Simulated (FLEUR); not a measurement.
**Be2C under changes of volume**

One of the cells (6.765 Å³/atom); the others are scaled copies at fixed shape and fractional positions:

```xyz
3
Lattice="0.0000 2.1650 2.1650 2.1650 0.0000 2.1650 2.1650 2.1650 0.0000" Properties=species:S:1:pos:R:3 pbc="T T T"
C     0.0000    0.0000    0.0000
Be    3.2475    3.2475    3.2475
Be    1.0825    1.0825    1.0825
```

| Quantity | Value |
| --- | --- |
| Program | FLEUR MaX-R8.1 (later development tree) |
| Functional | PBE |
| Potentials or basis | all-electron |
| Basis | FLAPW |
| Kmax | 4.53 1/bohr |
| k mesh | 11 × 11 × 11 |
| Occupations | fermi-dirac, width 0.05 eV |
| Spin | no spin polarisation |

```tsv
volume (Å³/atom)	energy over the lowest point (meV/atom)	gap on the mesh (eV)
6.359	16.00	1.29
6.495	6.74	1.28
6.630	?	?
6.765	0.00	1.26
6.901	1.92	1.25
7.036	6.93	1.24
7.171	14.75	1.23
```

What does the run at 6.630 Å³/atom give?

Energy over the lowest point 1.51 meV/atom; gap on the mesh 1.27 eV.

Worked out: A Birch-Murnaghan fit of order 3 (a polynomial in V^(-2/3)) to the other rows has its minimum at 6.76 Å³/atom with B0 = V·E''(V) = 202 GPa and B' = 3.3. It gives 1.53 meV/atom at 6.630 Å³/atom, against the run's 1.51. A straight line through the other rows of the gap, of slope -0.499 eV per unit of ln V, gives 1.27 eV, against the run's 1.27.

Energies are extrapolated to zero smearing.

Caveats: an odd mesh through Γ misses points on the zone boundary, where band edges often lie.
